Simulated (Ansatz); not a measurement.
MgSe: from a migration barrier to a jump rate

These are results of DFT PBE, scalar-relativistic, plane waves, PAW (Ansatz), not measurements. Cutoff 420 eV, Γ-centred 4×4×4 k-points, Gaussian smearing of 0.05 eV. No spin polarisation.

In a supercell of 16 sites an atom of Se jumps into a neighbouring Se vacancy, a = 3.90 Å from site to site in the perfect crystal, in a neutral cell. The half-way point, relaxed in its symmetry, lies 1.927 eV above the relaxed vacancy. Take it as the barrier; the order of the saddle wasn't checked, and the cell is small.

Task: With an assumed attempt frequency of 10¹³ s⁻¹, how often does the jump happen, and how fast does the vacancy diffuse?

Result: Transition-state theory gives Γ = ν exp(−E/k_BT), and one such jump direction contributes Γa²/6 to the vacancy's diffusion coefficient averaged over directions:

| T (K) | E/k_BT | Γ (1/s) | Γa²/6 (cm²/s) |
| --- | --- | --- | --- |
| 300 | 74.5 | 4.3 × 10^-20 | 1.1 × 10^-35 |
| 600 | 37.3 | 6.6 × 10^-4 | 1.7 × 10^-19 |
| 1000 | 22.4 | 2.0 × 10^3 | 4.9 × 10^-13 |
| 1500 | 14.9 | 3.4 × 10^6 | 8.5 × 10^-10 |

The rate reaches one jump a second at T = E/(k_B ln 10¹³) = 747 K. The number of equivalent jumps multiplies D if they link up through the crystal; a hop between two sites alone gives no long-range diffusion, which then waits on a higher barrier. In either case the atoms' own diffusion carries the vacancy concentration and a correlation factor besides. Rows above the melting point are formal, and so are rows where E/k_BT falls under about 3, since the theory needs rare jumps.

Task: How much does an error of 0.1 eV in the barrier matter?

Result: It multiplies the rate by exp(0.1 eV/k_BT): 48 at 300 K and 3.2 at 1000 K, more than the usual doubt about ν at low temperature.

Cost: 2 runs of about 13 core-minutes in all, on AMD EPYC (Zen 3) (shared hosts).